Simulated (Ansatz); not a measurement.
Two G0W0 runs on TiO2 (P2_1/c).

The structure is monoclinic, space group P2_1/c (No. 14). Conventional cell: a = 4.813 Å, b = 4.872 Å, c = 5.041 Å, α = 90.00°, β = 99.86°, γ = 90.00°. Nearest to Ti lie 7 O at 1.88 to 2.20 Å. O has 4 Ti at 2.00 to 2.20 Å nearest. O has 3 Ti at 1.88 to 2.03 Å nearest. Farther neighbours and most contacts between anions are not listed.

```cif
data_structure
_symmetry_space_group_name_H-M 'P 1'
_symmetry_Int_Tables_number 1
_cell_length_a 4.8127
_cell_length_b 4.8719
_cell_length_c 5.0410
_cell_angle_alpha 90.000
_cell_angle_beta 99.856
_cell_angle_gamma 90.000
_cell_volume 116.45
loop_
_atom_site_label
_atom_site_type_symbol
_atom_site_fract_x
_atom_site_fract_y
_atom_site_fract_z
_atom_site_occupancy
Ti1 Ti 0.27744 0.44719 0.71315 1
Ti2 Ti 0.72256 0.94719 0.78685 1
Ti3 Ti 0.72256 0.55281 0.28685 1
Ti4 Ti 0.27744 0.05281 0.21315 1
O5 O 0.44536 0.74237 0.96677 1
O6 O 0.55464 0.24237 0.53323 1
O7 O 0.55464 0.25763 0.03323 1
O8 O 0.44536 0.75763 0.46677 1
O9 O 0.06384 0.32303 0.35156 1
O10 O 0.93616 0.82303 0.14844 1
O11 O 0.93616 0.67697 0.64844 1
O12 O 0.06384 0.17697 0.85156 1
```

The cell and positions are those that the Materials Project relaxed with its own functionals (PBE, PBE+U or r2SCAN), kept fixed. This is not the form that TiO2 usually takes at ambient conditions.

The first (Ansatz 0.2.0; start LDA, 2×2×2 mesh, 1374 empty bands, screening to 100 eV, PAW set soft_1 files; 1 × NVIDIA H100 80GB HBM3 (shared by 6 runs) with 2 threads of AMD EPYC 7R13 (Zen 3), shared host) gave, on its mesh: starting gap 2.21 eV, G0W0 gap 3.61 eV, RPA ε∞ (mean) 7.90, 66 s.

**Question.** The second changes empty bands from 1374 to 264 and frequency model from contour deformation to plasmon pole. What does it give?

It gave: starting gap 2.21 eV, G0W0 gap 3.69 eV, RPA ε∞ (mean) 7.90, 14 s. The G0W0 gap moves by +0.08 eV, +0.00 eV from the start and +0.08 eV from the correction. Σc changes by +0.27 eV at the valence top and +0.35 eV at the conduction bottom, and Σx − Vxc between them by +0.00 eV.

Limits: not at the basis limit; coarse k mesh.

[Paths, hosts, dates, memory and timing lines, banners, echoed tables and standing remarks are left out of the program output.]

[Logs are printed without paths, hosts, clocks, repeated set-up lines and the standing remarks that a program may print on its own settings, such as how far it seeks lower states.]

[Runs of the session that timed out or met a known fault of the program may be left out.]

[Cells called generated may have been cut or substituted from an entry of the Crystallography Open Database or the Materials Project.]

[Hosts, paths, dates, database ids (printed as entryN), source tags and the programs' standing remarks are cut or masked in the printed files.]
